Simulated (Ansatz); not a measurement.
EuO:

```
CELL_PARAMETERS angstrom
0.00000 2.57195 2.57195
2.57195 0.00000 2.57195
2.57195 2.57195 0.00000
ATOMIC_POSITIONS crystal
Eu 0.00000 0.00000 0.00000
O 0.50000 0.50000 0.50000
```

Base run:

| Item | Value |
| --- | --- |
| Program | Ansatz 0.2.0 |
| Functional | PBEsol |
| Potentials or basis | Ansatz PAW |
| Cutoff | 420 eV (not typed: the program's choice for these potentials) |
| k mesh | 9 × 9 × 9 |
| Occupations | fermi-dirac, width 0.05 eV |
| Spin | collinear spin, ferromagnetic start |
| Starting moments | [7.0, 0.0] μB |

Its results: band gap on the k mesh none (metal or under the smearing width); pressure -9.1 GPa; net moment 6.97 μB per cell; site moments Eu +6.61; O -0.08 μB.

**Question.** The run is repeated on the same cell with these changes: functional from PBEsol to PBE; occupations from fermi-dirac, width 0.05 eV to gaussian, width 0.028 eV. What comes out?

**Answer.** Band gap on the k mesh none (metal or under the smearing width); pressure -4.1 GPa; net moment 6.98 μB per cell; site moments Eu +6.62; O -0.08 μB.

Caveats: spin-orbit coupling is left out, which moves the levels of the heavy elements; a cell with one magnetic atom can't hold antiferromagnetic order, which such compounds often take; without U or exact exchange the open f shell lies at the Fermi level, which spoils levels, moments and volumes; the PAW data sets come from PBE, with cores solved anew for the run's functional, which leaves a small shift of forces and pressure (some runs).
